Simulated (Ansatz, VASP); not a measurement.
Given: the input of a run of Ansatz 0.2.0 on HfC.

input.yaml

```yaml
crystal:
  lattice:
    - [0.0, 2.309395503, 2.309395503]
    - [2.309395503, 0.0, 2.309395503]
    - [2.309395503, 2.309395503, 0.0]
  atoms:
    - { symbol: Hf, position: [0.5, 0.5, 0.5] }
    - { symbol: C, position: [0.0, 0.0, 0.0] }
kpoints:
  mp_grid: { grid: [10, 10, 10] }
scf:
  occupations: { method: fermi_dirac, width: 0.05 }
hamiltonian:
  xc: pbesol
  pseudopotentials: { kind: all_electron, lapw: { basis_error: 0.0005 } }
output:
  forces: true
  stress: true
  eigenvalues: true
```

Potentials or basis: all-electron LAPW, scalar-relativistic.

Command:

```bash
$ ansatz run input.yaml --threads 1 --pin off --max-ram 3072MiB --backend cpu --events-out ev --progress --plain --runs-dir out
```

Question: Translate it to VASP 6.6.1. Potentials there: VASP PAW PBE potentials, release 64 (Hf_pv, C).

Answer: As run (the cutoff follows the program's own potentials):

The input INCAR:

```
PREC = Accurate ; ENCUT = 520
EDIFF = 1E-7 ; ISMEAR = -1
SIGMA = 0.05 ; LREAL = F
LASPH = T ; NELM = 80
ALGO = Normal ; ISIF = 2
LWAVE = F ; LCHARG = F
GGA = PS ; NBANDS = 14
```

The input KPOINTS:

```
regular mesh
0
Gamma
  10 10 10
```

The input POSCAR:

```
HfC
1.0
    0.0000000000      2.3093955030      2.3093955030
    2.3093955030      0.0000000000      2.3093955030
    2.3093955030      2.3093955030      0.0000000000
Hf C
1 1
Direct
    0.5000000000      0.5000000000      0.5000000000
    0.0000000000      0.0000000000      0.0000000000
```

Potentials or basis: VASP PAW PBE potentials, release 64 (Hf_pv, C).

Launch:

```sh
$ cat potpaw_PBE.64/Hf_pv/POTCAR potpaw_PBE.64/C/POTCAR > POTCAR
$ mpirun -np 1 vasp_std > vasp.out
```

Both were run:

|  | VASP | Ansatz | Ansatz less VASP |
| --- | --- | --- | --- |
| gap on the k mesh at the Fermi level (eV) | none | none | - |
| pressure (GPa) | -2.2 | -1.8 | +0.40 |

A gap of «none» marks a metal or a gap that the smearing closes. Ansatz ran all-electron here, so the differences hold the error of VASP's frozen core and of both bases.

Caveats: the PAW data sets were made with another functional, which shifts forces and pressure a little (VASP). Spin-orbit coupling is left out, which matters for the levels of Hf.
